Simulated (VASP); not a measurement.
A run of VASP 6.6.1:

The input POSCAR:

```
Te
1.0
    3.1581600000      0.0000000000      0.0000000000
    0.0000000000      4.4713500000      0.0000000000
    0.0000000000      0.0000000000      8.8559000000
Te
4
Direct
    0.5000000000      0.4993300000      0.7600300000
    0.5000000000      0.5006700000      0.2600300000
    0.5000000000      0.9997100000      0.0099700000
    0.5000000000      0.0002900000      0.5099700000
```

Contents of INCAR.step1:

```
ALGO = Normal ; EDIFF = 1E-5
ENCUT = 520 ; GGA = PE
ISIF = 2 ; ISMEAR = 0
LASPH = True ; LCHARG = False
LREAL = False ; LWAVE = True
NBANDS = 20 ; NELM = 80
PREC = Accurate ; SIGMA = 0.1
```

The input INCAR.step2:

```
ALGO = Normal ; EDIFF = 1E-6
ENCUT = 520 ; GGA = PE
HFSCREEN = 0.2 ; ISIF = 2
ISMEAR = 0 ; ISTART = 1
LASPH = True ; LCHARG = False
LHFCALC = True ; LREAL = False
LWAVE = False ; NBANDS = 20
NELM = 80 ; PREC = Accurate
PRECFOCK = Fast ; SIGMA = 0.1
```

The input KPOINTS:

```
k-points
0
Gamma
  6 4 2
```

Potentials or basis: VASP PAW PBE potentials, release 64 (Te).

The run is started by

```bash
$ cat potpaw_PBE.64/Te/POTCAR > POTCAR
$ cp INCAR.step1 INCAR
$ mpirun -np 1 vasp_std > vasp.out
$ cp INCAR.step2 INCAR
$ mpirun -np 1 vasp_std > vasp.out
```

Hardware: 1 thread of Intel(R) Xeon(R) Platinum 8559C (Emerald Rapids), with other jobs on the host.

Estimate the wall time of this run.

Run time: 23 min on 1 thread of Intel(R) Xeon(R) Platinum 8559C (Emerald Rapids), with other jobs on the host, peak memory 0.38 GiB. Counts: scf iterations 12, k points 24.
